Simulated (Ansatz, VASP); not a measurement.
**One calculation of Rb, two programs**

```xyz
1
Lattice="-2.8201 2.8201 2.7779 2.8201 -2.8201 2.7779 2.8201 2.8201 -2.7779" Properties=species:S:1:pos:R:3 pbc="T T T"
Rb    0.0000    0.0000    0.0000
```

Change from the starting cell: z stretched by -1 % at fixed volume, crystal datasets.

Alike in both runs: task electric field gradients; functional PBE; k mesh 8 × 8 × 8; occupations fermi-dirac, width 0.05 eV; no spin polarisation.

```csv
,VASP,Ansatz
version,VASP 6.6.1,Ansatz 0.2.0
potentials or method,"VASP PAW PBE potentials, release 64 (Rb_sv), cutoff 520 eV","all-electron PAW with datasets made for the crystal, scalar-relativistic"
```

```csv
,VASP,Ansatz,Ansatz less VASP
pressure (GPa),0.1,0.1,0.00
Vzz of the field gradient on the site that differs most (V/Å²),0.1,0.1,-0.01
```

Ansatz ran all-electron here, so the differences hold the error of VASP's frozen core and of both bases. Ansatz warned: «gradients_without_spin_orbit».
